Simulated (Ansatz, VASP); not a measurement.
One calculation of Mo, two programs

```
CELL_PARAMETERS angstrom
2.73551 0.00000 0.00000
-1.36776 2.36902 0.00000
0.00000 0.00000 2.55518
ATOMIC_POSITIONS crystal
Mo 0.00000 0.00000 0.50000
```

This isn't the form of Mo at room conditions, which is bcc.

Alike in both runs: task single point; functional PBEsol; k mesh 11 × 11 × 10; occupations methfessel-paxton of order 1, width 0.3 eV; no spin polarisation.

|  | VASP | Ansatz |
| --- | --- | --- |
| version | VASP 6.6.1 | Ansatz 0.2.0 |
| potentials or method | VASP PAW PBE potentials, release 64 (Mo_sv) | plane waves, PAW |
| plane-wave cutoff (eV) | 520 | 420 |
| valence electrons in the cell | 14 | 14 |

|  | VASP | Ansatz | Ansatz less VASP |
| --- | --- | --- | --- |
| pressure (GPa) | -3.9 | -4.4 | -0.50 |
| largest component of the traceless stress (GPa) | 8.60 | 8.70 | +0.097 |

Caveats: the PAW data sets were made with another functional, which shifts forces and pressure a little (VASP).
